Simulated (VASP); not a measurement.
A run of VASP 6.6.1 is set up as follows.

Contents of INCAR:

```
SYSTEM = Al
ALGO = Fast
EDIFF = 1E-6
ENCUT = 520
GGA = PE
ISIF = 2
ISMEAR = 0
LASPH = .TRUE.
LCHARG = .FALSE.
LREAL = .FALSE.
LWAVE = .FALSE.
NBANDS = 8
NELM = 100
PREC = Accurate
SIGMA = 0.1
```

File KPOINTS:

```
k-points
0
G
  24 24 24
  0 0 0
```

Contents of POSCAR:

```
Al
1.0
   -1.6174154499      1.6174154499      1.6174154499
    1.6174154499     -1.6174154499      1.6174154499
    1.6174154499      1.6174154499     -1.6174154499
Al
1
Direct
    0.0000000000      0.0000000000      0.0000000000
```

Potentials or basis: VASP PAW PBE potentials, release 64 (Al).

Run with:

```sh
$ cat potpaw_PBE.64/Al/POTCAR > POTCAR
$ mpirun -np 1 vasp_std > vasp.out
```

Task: What does it give for the band gap on the k mesh?

Result: None (metal or under the smearing width).

Task: Predict the pressure.

Result: 0.0 GPa.
